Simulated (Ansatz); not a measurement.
A relaxed cell of Rh is given with its symmetry left out. The cell was found from a structure generator's guess, not taken from experiment.

Level of theory: DFT PBE, scalar-relativistic, plane waves, PAW (Ansatz 0.2.0). Cutoff 420 eV, Γ-centred mesh, Gaussian smearing, collinear spin.

```
Rh
1.0
     3.68836    0.00000    0.00000
     0.00000    3.68836    0.00000
     0.00000    0.00000    3.68836
Rh
3
Direct
  0.50000 0.00000 0.00000
  0.00000 0.50000 0.00000
  0.00000 0.00000 0.50000
```

Energies count from the standard state of Rh at the same level.

Problem. Find its symmetry and describe it.

Solution. Pm-3m (No. 221). Conventional cell: a = 3.688 Å. Around Rh lie 8 Rh at 2.61 Å.

Problem. How far does it lie from the standard state of Rh?

Solution. +0.68 eV/atom. It lies above the standard state, so it could only be metastable.

Problem. Is it a metal?

Solution. Yes, bands cross the Fermi level on the 12×12×12 mesh.

Problem. Which magnetic moments does it keep?

Solution. 0.13 μB per atom net, the space between the atoms included; by site: Rh 0.1 (×3) μB.

The last run used collinear spin, a 12×12×12 mesh for its 3-atom cell and Gaussian smearing of 0.10 eV. The magnetic state reached may not be the lowest. A structure relaxed within its symmetry needn't be a true minimum.
